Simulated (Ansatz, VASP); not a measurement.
**Two plane-wave programs on Si3O2**

The input INCAR:

```
SYSTEM = Si3O2
PREC = Accurate
ENCUT = 600
EDIFF = 1E-6
ISMEAR = 0
SIGMA = 0.1
LREAL = .False.
LASPH = .True.
NELM = 100
ALGO = Normal
ISIF = 3
LWAVE = .False.
LCHARG = .False.
GGA = PE
IBRION = 2
NSW = 90
EDIFFG = -0.04
```

File KPOINTS:

```
regular mesh
0
Gamma
  6 6 4
  0 0 0
```

File POSCAR:

```
Si3O2
1.0
    3.4974075326      0.0000000000      0.0000000000
    0.0000000000      3.4974075326      0.0000000000
    0.0000000000      0.0000000000      5.7072930794
Si O
3 2
Direct
    0.0000000000      0.0000000000      0.7807559718
    0.0000000000      0.0000000000      0.2192440282
    0.5000000000      0.5000000000      0.5000000000
    0.0000000000      0.5000000000      0.1957046281
    0.5000000000      0.0000000000      0.8042953719
```

Input for Ansatz:

```yaml
crystal:
  lattice:
    - [3.4974075326, 0.0, 0.0]
    - [0.0, 3.4974075326, 0.0]
    - [0.0, 0.0, 5.7072930794]
  atoms:
    - { symbol: Si, position: [0.0, 0.0, 0.7807559718] }
    - { symbol: Si, position: [0.0, 0.0, 0.2192440282] }
    - { symbol: Si, position: [0.5, 0.5, 0.5] }
    - { symbol: O, position: [0.0, 0.5, 0.1957046281] }
    - { symbol: O, position: [0.5, 0.0, 0.8042953719] }
basis:
  ecutwfc: 420
kpoints:
  mp_grid: { grid: [6, 6, 4] }
hamiltonian:
  xc: pbe
scf:
  occupations: { method: gaussian, width: 0.1 }
  lower_state_search: "off"
output:
  forces: true
  stress: true
  eigenvalues: true
relax:
  adjacent_minimum: "off"
  f_tol: 0.04
  max_steps: 70
  cell: { stress_tol: 0.4 }
```

Alike in both runs: task relaxation of cell and atoms; functional PBE; k mesh 6 × 6 × 4; occupations gaussian, width 0.1 eV; no spin polarisation.

|  | VASP | Ansatz |
| --- | --- | --- |
| version | VASP 6.6.1 | Ansatz 0.2.0 |
| potentials or method | VASP PAW PBE potentials, release 64 (Si, O) | scalar-relativistic, plane waves, PAW |
| plane-wave cutoff (eV) | 600 | 420 |
| valence electrons in the cell | 24 | 24 |

|  | VASP | Ansatz | Ansatz less VASP |
| --- | --- | --- | --- |
| gap on the k mesh at the Fermi level, each at its own relaxed structure (eV) | none | none | - |
| relaxed volume (Å³/atom) | 13.96 | 13.96 | 0.000 |
| relaxed cell length with the largest relative difference (Å) | 3.497 | 3.497 | 0.0000 |

A gap of «none» marks a metal or a gap that the smearing closes.

Caveats: the relaxation stopped at its first step, so nothing moved.
